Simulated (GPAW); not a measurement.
# HgTe (Coloradoite) (F-43m) in GPAW: settings compared, part 2 of 3

GPAW 26.7.0.

## 3. Band structure, vdW-DF, spin-orbit coupling, no magnetisation

Contents of run.py:

```python
import numpy as np
from ase import Atoms
from ase.dft.bandgap import bandgap
from ase.io import write
from gpaw import GPAW, PW
from gpaw.spinorbit import soc_eigenstates

atoms = Atoms(['Hg', 'Te'],
              cell=[[0.0, 3.2145, 3.2145],
                    [3.2145, 0.0, 3.2145],
                    [3.2145, 3.2145, 0.0]],
              scaled_positions=[[0.0, 0.0, 0.0],
                                [0.75, 0.75, 0.75]],
              pbc=True)

calc = GPAW(mode=PW(600),
            xc={'name': 'vdW-DF', 'backend': 'libvdwxc'},
            kpts={'size': (6, 6, 6), 'gamma': True},
            occupations={'name': 'fermi-dirac', 'width': 0.05},
            nbands=18,
            convergence={'density': 1e-05, 'energy': 1e-05},
            maxiter=150,
            txt='gpaw.txt')
atoms.calc = calc
energy = atoms.get_potential_energy()
forces = atoms.get_forces()
calc.write('gs.gpw')
write('result.traj', atoms)
print(f'Energy: {energy:.6f} eV')
print('Forces (eV/A):')
print(forces.round(4))
print('Fermi level:', round(calc.get_fermi_level(), 4), 'eV')
print(f'Gap: {bandgap(calc)[0]:.4f} eV, direct: {bandgap(calc, direct=True)[0]:.4f} eV')

path = atoms.cell.bandpath('GXWKGLUWLK,UX', npoints=80, eps=1e-4)
bs_calc = calc.fixed_density(kpts=path, symmetry='off', nbands=31,
                             convergence={'bands': 'CBM+6.0', 'eigenstates': 1e-6}, txt='bands.txt')
bs = bs_calc.band_structure()
bs.write('bs.json')
print(f'Gap on the path: {bandgap(bs_calc)[0]:.4f} eV')

soc = soc_eigenstates(bs_calc, theta=54.7, phi=45)
np.savetxt('soc_bands.dat', soc.eigenvalues(), fmt='%.4f')
mesh = soc_eigenstates('gs.gpw', theta=54.7, phi=45)
np.savetxt('soc_mesh.dat', mesh.eigenvalues(), fmt='%.4f')
print('Fermi level with spin-orbit coupling:', round(mesh.fermi_level, 4), 'eV')
```

Potentials or basis: GPAW PAW data sets (gpaw-data 1.2.1), pw.

Command:

```
OMP_NUM_THREADS=1 python run.py
```

gpaw.txt:

```text
__  _  _
 | _ |_)|_||  |
 |__||  | ||/\| - 26.7.0

Input parameters:
  mode=PW(ecut=600.0),
  convergence={'density': 1e-05, 'energy': 1e-05},
  kpts=MonkhorstPack(size=(6, 6, 6), gamma=True),
  maxiter=150,
  nbands=18,
  occupations=Occupations(name='fermi-dirac', width=0.05),
  xc=XC(name='vdW-DF', backend='libvdwxc')

Diagonalizing LCAO Hamiltonian
Converting LCAO to pw mode

                      Te

       Hg

Atoms  # Å, Bohr magnetons
|   | symbol |        x |        y |        z |    initial magnetic moments |
|---|--------|----------|----------|----------|-----------------------------|
| 0 |     Hg | 0.000000 | 0.000000 | 0.000000 | ( 0.0000,  0.0000,  0.0000) |
| 1 |     Te | 4.821750 | 4.821750 | 4.821750 | ( 0.0000,  0.0000,  0.0000) |

Unit cell  # Å
| periodic |        x |        y |        z |  lengths |    angles |
|----------|----------|----------|----------|----------|-----------|
|      yes | 0.000000 | 3.214500 | 3.214500 | 4.545989 | 60.000000 |
|      yes | 3.214500 | 0.000000 | 3.214500 | 4.545989 | 60.000000 |
|      yes | 3.214500 | 3.214500 | 0.000000 | 4.545989 | 60.000000 |

Number of symmetries: 24
Symmetry operations  # r_c * U_cc + t_c -> r_c
|    | kind |            matrix            |
|----|------|------------------------------|
|  0 |  E   |  1, 0, 0,  0, 1, 0,  0, 0, 1 |
|  1 |  σ   |  1, 0, 0,  0, 0, 1,  0, 1, 0 |
|  2 |  σ   |  1, 0,-1,  0, 1,-1,  0, 0,-1 |
|  3 |  C3  |  1, 0,-1,  0, 0,-1,  0, 1,-1 |
|  4 |  C3  |  1,-1, 0,  0,-1, 1,  0,-1, 0 |
|  5 |  σ   |  1,-1, 0,  0,-1, 0,  0,-1, 1 |
|  6 |  σ   |  0, 1, 0,  1, 0, 0,  0, 0, 1 |
|  7 |  C3  |  0, 1, 0,  0, 0, 1,  1, 0, 0 |
|  8 |  C2  |  0, 1,-1,  1, 0,-1,  0, 0,-1 |
|  9 |  S4  |  0, 1,-1,  0, 0,-1,  1, 0,-1 |
| 10 |  C3  |  0, 0, 1,  1, 0, 0,  0, 1, 0 |
| 11 |  σ   |  0, 0, 1,  0, 1, 0,  1, 0, 0 |
| 12 |  S4  |  0, 0,-1,  1, 0,-1,  0, 1,-1 |
| 13 |  C3  |  0, 0,-1,  0, 1,-1,  1, 0,-1 |
| 14 |  S4  |  0,-1, 1,  1,-1, 0,  0,-1, 0 |
| 15 |  C2  |  0,-1, 1,  0,-1, 0,  1,-1, 0 |
| 16 |  C3  |  0,-1, 0,  1,-1, 0,  0,-1, 1 |
| 17 |  S4  |  0,-1, 0,  0,-1, 1,  1,-1, 0 |
| 18 |  S4  | -1, 1, 0, -1, 0, 1, -1, 0, 0 |
| 19 |  C3  | -1, 1, 0, -1, 0, 0, -1, 0, 1 |
| 20 |  C3  | -1, 0, 1, -1, 1, 0, -1, 0, 0 |
| 21 |  S4  | -1, 0, 1, -1, 0, 0, -1, 1, 0 |
| 22 |  σ   | -1, 0, 0, -1, 1, 0, -1, 0, 1 |
| 23 |  C2  | -1, 0, 0, -1, 0, 1, -1, 1, 0 |

BZ-sampling:
  Number of BZ points: 216
  Number of IBZ points: 16

  Monkhorst-Pack size: [6, 6, 6]
  Monkhorst-Pack shift: [0.08333333333333333, 0.08333333333333333, 0.08333333333333333]

K-points  # in reciprocal-cell coordinates
|     |                                coordinates |     weight |
[... 78 lines left out ...]
    |------|--------|-------------|----------|
    |   5s |  2.000 |     -15.027 |    1.180 |
    |   5p |  4.000 |      -5.913 |    1.196 |
    |    s |        |      12.185 |    1.180 |
    |    p |        |      21.299 |    1.196 |
    |    d |        |       0.000 |    1.238 |

    Using partial waves for Te as LCAO basis

Reference energy: -717963.793644  # eV

eigensolver:
  PPCG
  Converge bands: occupied
  niter=2

density mixing:
  MSR1-Mixer
  Pratt-step length: 0.05
  Maximum mixing coefficient: 0.75
  Old densities: 10
  SVD Regularization: 0.005
  Good broyden scale: 1.0
  Trust region scale: 1.0
  Backstep threshold: 4.0
  History deletion threshold: 6.0
  Fourier metric: weight=20.0, sigma=0.015

occupation numbers:
  Fermi-Dirac:
    width: 0.0500  # eV

poisson solver:
  ecut: 4800.0  # eV

xc functional:
  name: vdW-DF with libvdwxc
  Mode: serial
  Semilocal: GGA_X_PBE_R+LDA_C_PW with 2 nearest neighbor stencil
  Local blocksize: 54 x 54 x 54
  PAW datasets: revPBE

convergence criteria:
- Maximum integral of absolute [dens]ity change: 1e-05 electrons / valence electron
- Maximum [total energy] change in last 3 cyles: 1e-05 eV / valence electron
- Maximum integral of absolute [eigenst]ate change: 4e-08 eV^2 / valence electron
maximum number of iterations: 150

SCF iterations
|iter     | |      energy | eigst |  dens |
|---------|-|-------------|-------|-------|
|iter:   1| | -155.556690 | -0.10 |       |
|iter:   2| | -155.529636 | -1.97 | -1.44 |
|iter:   3| | -155.491112 | -1.78 | -1.47 |
|iter:   4| | -155.508450 | -2.66 | -1.95 |
|iter:   5| | -155.511889 | -3.31 | -2.37 |
|iter:   6| | -155.512024 | -4.75 | -3.14 |
|iter:   7| | -155.512029c| -5.83 | -3.70 |
|iter:   8| | -155.512029c| -7.26 | -4.30 |
|iter:   9| | -155.512029c| -7.67c| -5.36c|

Converged in 9 steps
Energy contributions relative to reference atoms: (reference = -717963.793644)

Energy contributions:
  Kinetic:          47.278759
  Coulomb:         -40.524077
  Zero:             -2.302239
  External:          0.000000
  Xc:             -159.963993
  Entropy:          -0.000959
  Spinorbit:         0.000000
  ----------------------------
  Free energy:    -155.512509
  Extrapolated:   -155.512029

dipole moment: (-17.319160, -17.319160, -17.319160)  # |e|*Ang

Fermi level: 4.774
Eigenvalues  # (at kpt = [0.000, 0.000, 0.000])
| band index |      eig [eV] | occ [0-2] |
|------------|---------------|-----------|
|          0 |       -58.958 |     2.000 |
|        ... |               |           |
|          5 |        -2.882 |     2.000 |
|          6 |        -2.882 |     2.000 |
|          7 |        -2.376 |     2.000 |
|          8 |        -2.376 |     2.000 |
|          9 |         4.257 |     2.000 |
|         10 |         4.738 |     1.349 |
|         11 |         4.738 |     1.349 |
|         12 |         4.738 |     1.349 |
|         13 |         9.068 |     0.000 |
|         14 |         9.068 |     0.000 |
|         15 |         9.068 |     0.000 |
|         16 |        11.444 |     0.000 |
|         17 |        14.620 |     0.000 |

No gap
No difference between direct/indirect transitions

Forces  # eV/Ang
|        x |        y |        z |
|----------|----------|----------|
| -0.00000 |  0.00000 | -0.00000 |  # Hg   0
| -0.00000 | -0.00000 | -0.00000 |  # Te   1

# Writing to gs.gpw (mode='')
```

stdout:

```text
Energy: -155.512029 eV
Forces (eV/A):
[[-0.  0. -0.]
 [-0. -0. -0.]]
Fermi level: 4.7743 eV
Gap: 0.0000 eV, direct: 0.0000 eV
Gap on the path: 0.0000 eV
Fermi level with spin-orbit coupling: 5.0685 eV
```

bands.txt:

```text
Diagonalizing LCAO Hamiltonian
Converting LCAO to pw mode
convergence criteria:
- Maximum integral of absolute [eigenst]ate change: 1e-06 eV^2 / valence electron
maximum number of iterations: 150

SCF iterations
|iter     | |      energy | eigst |  dens |
|---------|-|-------------|-------|-------|
[... 86 lines left out ...]
         [0.40277778, 0.40277778, 0.69444444],
         [0.38888889, 0.38888889, 0.72222222],
         [0.375     , 0.375     , 0.75      ],
         [0.625     , 0.25      , 0.625     ],
         [0.59375   , 0.1875    , 0.59375   ],
         [0.5625    , 0.125     , 0.5625    ],
         [0.53125   , 0.0625    , 0.53125   ],
         [0.5       , 0.        , 0.5       ]])),
  maxiter=150,
  nbands=31,
  occupations=Occupations(name='fermi-dirac', width=0.05),
  symmetry=Symmetry(point_group=False, time_reversal=False),
  xc=XC(name='vdW-DF', backend='libvdwxc')
```

Run time: 61 s. Hardware: 1 thread of Intel Xeon 6975P-C (Granite Rapids), shared host; peak memory 0.37 GiB.

What came out:

```yaml
Free_energy: -155.5125 eV
Band_gap_along_the_path: none (metal or under the smearing width)
```

Levels at the corners of the path, in eV from the Fermi level:
```tsv
point	band 21	band 22	band 23	band 24	band 25	band 26	band 27	band 28
Γ	-0.81	-0.81	-0.01	-0.01	-0.01	-0.01	3.14	3.15
X	-2.71	-2.71	-2.53	-2.53	1.70	1.70	2.25	2.25
W	-3.19	-2.98	-2.84	-2.79	2.70	3.17	4.32	4.39
K	-3.30	-3.26	-2.22	-2.19	1.95	2.12	3.74	3.82
Γ	-0.81	-0.81	-0.01	-0.01	-0.01	-0.01	3.14	3.15
L	-1.62	-1.62	-0.98	-0.98	0.53	0.53	4.54	4.54
U	-3.30	-3.26	-2.22	-2.19	1.95	2.12	3.74	3.82
W	-3.19	-2.98	-2.84	-2.79	2.70	3.17	4.32	4.39
L	-1.62	-1.62	-0.98	-0.98	0.53	0.53	4.54	4.54
K	-3.30	-3.26	-2.22	-2.19	1.95	2.12	3.74	3.82
U	-3.30	-3.26	-2.22	-2.19	1.95	2.12	3.74	3.82
X	-2.71	-2.71	-2.53	-2.53	1.70	1.70	2.25	2.25
```

Caveat: spin-orbit coupling was added after a scalar SCF, so levels and gaps hold it while energy, forces, pressure and moments don't; this program's spin-orbit splittings come out too wide for heavy elements; the PAW data sets were made with another functional, which shifts forces and pressure a little.

(Part 2 of 3 ends here.)
